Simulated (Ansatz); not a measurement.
System: wurtzite InN. Method: r²SCAN (plane waves, PAW; Ansatz, a quantum-chemistry and plane-wave program).

Settings: plane-wave cutoff 560 eV, 12×12×6 k mesh (along the axes of the cell as run), Fermi–Dirac smearing 0.01 eV, scalar-relativistic PAW data made under PBE.

Response to compression and expansion:

Shape and atoms are relaxed at each volume.

| V (Å³/atom) | P (GPa) | direct gap at Γ (eV) | c (Å) | a (Å) |
|---|---|---|---|---|
| 14.967 | 6.28 | 0.186 | 5.639 | 3.501 |
| 15.279 | 2.96 | 0.123 | 5.681 | 3.525 |
| 15.591 | 0.00 | 0.065 | 5.722 | 3.547 |
| 15.903 | -2.64 | 0.024 | 5.763 | 3.570 |
| 16.214 | -5.01 | 0.004 | 5.802 | 3.593 |

Measured, for comparison: band gap 0.77 eV (zero-point shift of 0.07 eV (the table's estimate, ZP (est)) added back here, E0, Γ; inputs from arXiv:2302.06325).

Note: the bulk modulus comes from volumes at which shape and atoms were relaxed.

Spin–orbit coupling is not included; it can close the smallest gap of 0.07 eV.
